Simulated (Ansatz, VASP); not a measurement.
# HfO2: VASP beside Ansatz

Contents of INCAR:

```
SYSTEM = HfO2
PREC = Accurate
ENCUT = 520
EDIFF = 1E-6
ISMEAR = 0
SIGMA = 0.01
LREAL = .FALSE.
LASPH = .TRUE.
NELM = 100
ALGO = Normal
ISIF = 2
LWAVE = .FALSE.
LCHARG = .TRUE.
GGA = PE
LELF = .TRUE.
LVHAR = .TRUE.
NBANDS = 18
```

KPOINTS

```
regular mesh
0
G
  8 8 8
  0 0 0
```

Contents of POSCAR:

```
HfO2
1.0
    0.0000000000      2.5488060282      2.5488060282
    2.5488060282      0.0000000000      2.5488060282
    2.5488060282      2.5488060282      0.0000000000
Hf O
1 2
Direct
    0.0000000000      0.0000000000      0.0000000000
    0.2500000000      0.2500000000      0.2500000000
    0.7500000000      0.7500000000      0.7500000000
```

Input for Ansatz:

```yaml
crystal:
  lattice:
    - [0.0, 2.5488060282, 2.5488060282]
    - [2.5488060282, 0.0, 2.5488060282]
    - [2.5488060282, 2.5488060282, 0.0]
  atoms:
    - { symbol: Hf, position: [0.0, 0.0, 0.0] }
    - { symbol: O, position: [0.25, 0.25, 0.25] }
    - { symbol: O, position: [0.75, 0.75, 0.75] }
kpoints:
  mp_grid: { grid: [8, 8, 8] }
hamiltonian:
  xc: pbe
scf:
  occupations: { method: fixed }
  n_extra_bands: 4
output:
  forces: true
  stress: true
  eigenvalues: true
```

Alike in both runs: task single point; functional PBE; k mesh 8 × 8 × 8; no spin polarisation.

|  | VASP | Ansatz |
| --- | --- | --- |
| version | VASP 6.6.1 | Ansatz 0.2.0 |
| potentials or method | VASP PAW PBE potentials, release 64 (Hf_pv, O) | plane waves, PAW |
| plane-wave cutoff (eV) | 520 | 420 |
| occupations | gaussian, width 0.01 eV | fixed |
| valence electrons in the cell | 22 | 38 |

```csv
,VASP,Ansatz,Ansatz less VASP
gap on the k mesh at the Fermi level (eV),3.76,3.75,-0.011
pressure (GPa),-3.6,0.0,+3.62
```

The two sets of potentials don't hold the same shells in valence.

Caveats: spin-orbit coupling is left out, which moves the levels of the heavy elements. A k mesh can miss the band edges.
